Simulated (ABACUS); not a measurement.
Crystal: HfO2.

```
Hf O
1.0
     0.00000    2.55750    2.55750
     2.55750    0.00000    2.55750
     2.55750    2.55750    0.00000
Hf O
1 2
Direct
  0.00000 0.00000 0.00000
  0.75000 0.75000 0.75000
  0.25000 0.25000 0.25000
```

Measurements of this composition are mostly on another form, of space group No. 14.

Base run:

* Program: ABACUS 3.10.1
* Functional: PBE
* Potentials or basis: PseudoDojo NC SR 0.4.1 PBE standard
* Cutoff: 1143 eV
* Density cutoff: 4572 eV
* Basis: plane waves
* k mesh: 9 × 9 × 9
* Occupations: fermi-dirac, width 0.05 eV
* Spin: no spin polarisation

Its results: band gap on the k mesh 3.87 eV, indirect (least direct gap 3.99 eV); pressure -4.9 GPa.

**Question.** The run is repeated on the same cell with these changes: cutoff from 1143 eV to 1361 eV; density cutoff from 4572 eV to 5442 eV; basis from plane waves to DZP LCAO (the cutoffs set its grid). What comes out?

**Answer.** Band gap on the k mesh 3.84 eV, indirect (least direct gap 3.95 eV); pressure -3.3 GPa.

Caveats: spin-orbit coupling is left out, which moves the levels of the heavy elements; an odd mesh through Γ misses points on the zone boundary, where band edges often lie; the atomic orbitals were generated for these runs and aren't a published set (some runs); the basis of atomic orbitals isn't converged, which shifts pressures, moduli and gaps (some runs).

Not every run made on this cell is shown here.
